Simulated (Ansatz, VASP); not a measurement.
Co in VASP and in Ansatz

```
Co
1.0
     0.00000    2.46263    2.46263
     2.46263    0.00000    2.46263
     2.46263    2.46263    0.00000
Co
2
Direct
  0.12500 0.12500 0.12500
  0.87500 0.87500 0.87500
```

Alike in both runs: task single point; functional PBE; k mesh 11 × 11 × 11; occupations fermi-dirac, width 0.1 eV; non-collinear spin, spin-orbit coupling.

|  | VASP | Ansatz |
| --- | --- | --- |
| version | VASP 6.6.1 | Ansatz 0.2.0 |
| potentials or method | VASP PAW PBE potentials, release 64 (Co) | plane waves (420 eV) with PAW, fully relativistic with spin-orbit coupling |
| plane-wave cutoff (eV) | 520 | 420 |
| valence electrons in the cell | 18 | 34 |

|  | VASP | Ansatz | Ansatz less VASP |
| --- | --- | --- | --- |
| net moment per atom (μB) | 0.00 | 0.00 | 0.000 |

The two sets of potentials don't hold the same shells in valence.
